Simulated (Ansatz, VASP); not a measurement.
# Au: VASP beside Ansatz

The input INCAR:

```
SYSTEM = Au
PREC     = Accurate       ! precision mode
ENCUT    = 600            ! plane-wave cutoff, eV
EDIFF    = 1E-6           ! SCF threshold, eV
ISMEAR   = 0              ! smearing method
SIGMA    = 0.1            ! smearing width, eV
LREAL    = .False.        ! projectors in reciprocal space
LASPH    = .True.         ! aspherical terms in the spheres
NELM     = 100            ! most SCF steps
ALGO     = Fast           ! electronic algorithm
ISIF     = 3              ! what is computed and relaxed
LWAVE    = .False.        ! write WAVECAR
LCHARG   = .False.        ! write CHGCAR
IBRION   = 2              ! ionic algorithm
NSW      = 100            ! ionic steps
EDIFFG   = -0.002         ! ionic threshold
```

The input KPOINTS:

```
Automatic mesh
0
Gamma
  18 18 18
  0 0 0
```

File POSCAR:

```
Au
1.0
    0.0000000000      2.0585000000      2.0585000000
    2.0585000000      0.0000000000      2.0585000000
    2.0585000000      2.0585000000      0.0000000000
Au
1
Direct
    0.0000000000      0.0000000000      0.0000000000
```

Input for Ansatz:

```yaml
crystal:
  lattice:
    - [0.0, 2.0585, 2.0585]
    - [2.0585, 0.0, 2.0585]
    - [2.0585, 2.0585, 0.0]
  atoms:
    - { symbol: Au, position: [0.0, 0.0, 0.0] }
basis:
  ecutwfc: 420
kpoints:
  mp_grid: { grid: [18, 18, 18] }
hamiltonian:
  xc: lda
  pseudopotentials: { kind: paw, azcp: { folder: soft_1 } }
scf:
  occupations: { method: gaussian, width: 0.1 }
output:
  forces: true
  stress: true
  eigenvalues: true
  write_density: true
  write_potential: true
  elf: true
  volumetric_format: npy
relax:
  adjacent_minimum: "off"
  f_tol: 0.002
  max_steps: 80
  cell: { stress_tol: 0.02 }
```

Alike in both runs: task relaxation of cell and atoms; functional LDA; k mesh 18 × 18 × 18; occupations gaussian, width 0.1 eV; no spin polarisation.

```csv
,VASP,Ansatz
version,VASP 6.6.1,Ansatz 0.2.0
potentials or method,"VASP PAW LDA potentials, release 64 (Au)","scalar-relativistic, plane waves, PAW"
plane-wave cutoff (eV),600,420
valence electrons in the cell,11,19
```

VASP gave:

```
gap on the k mesh at the Fermi level, each at its own relaxed structure (eV) : none
relaxed volume (Å³/atom)                                                     : 16.64
relaxed cell length with the largest relative difference (Å)                 : 2.866
energy change over the relaxation (meV/atom)                                 : -21
```

**Question.** Estimate Ansatz's values.

**Answer.** gap on the k mesh at the Fermi level, each at its own relaxed structure (eV): none; relaxed volume (Å³/atom): 16.59; relaxed cell length with the largest relative difference (Å): 2.863; energy change over the relaxation (meV/atom): -24.

A gap of «none» marks a metal or a gap that the smearing closes. The two sets of potentials don't hold the same shells in valence. Ansatz warned: «pseudo_functional_mismatch».

Spin-orbit coupling is left out, which matters for the levels of Au. LDA usually gives volumes a few per cent too small. Zero-point motion and thermal expansion aren't in these numbers.
